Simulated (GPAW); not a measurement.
The system is Ta.

```
Ta
1.0
    -1.65128    1.65128    1.65128
     1.65128   -1.65128    1.65128
     1.65128    1.65128   -1.65128
Ta
1
Direct
  0.00000 0.00000 0.00000
```

```yaml
Program: GPAW 26.7.0
Task: relaxation of cell and atoms
Functional: PBEsol
Dispersion: D3(BJ)
Potentials_or_basis: PAW data sets generated in the run's folder for this functional
Cutoff: 600 eV
Basis: pw
k_mesh: 11 × 11 × 11
Occupations: fermi-dirac, width 0.05 eV
Spin: no spin polarisation
```

At the start: pressure -10.5 GPa; volume 18.01 Å³/atom.

How do energy, volume and symmetry change on relaxing?

Over 3 steps the energy falls by 32.1 meV/atom and the volume is 17.10 Å³/atom (-5.0 %); space group Im-3m (No. 229, to 0.05 Å).

Step by step:
| step | energy change (eV) | largest force (eV/Å) | pressure (GPa) | volume (Å³) |
| --- | --- | --- | --- | --- |
| 1 | 0.0000 | 0.0000 | -10.52 | 18.01 |
| 2 | -0.0321 | 0.0000 | -0.19 | 17.12 |
| 3 | -0.0321 | 0.0000 | 0.01 | 17.10 |

Final structure:
```yaml
crystal:
  lattice:
    - [-1.62312, 1.62312, 1.62312]
    - [1.62312, -1.62312, 1.62312]
    - [1.62312, 1.62312, -1.62312]
  atoms:
    - { symbol: Ta, position: [0.00000, 0.00000, 0.00000] }
```

Caveat: later steps reuse the first step's grids; pairwise dispersion overbinds metals, which lowers pressure and volume.
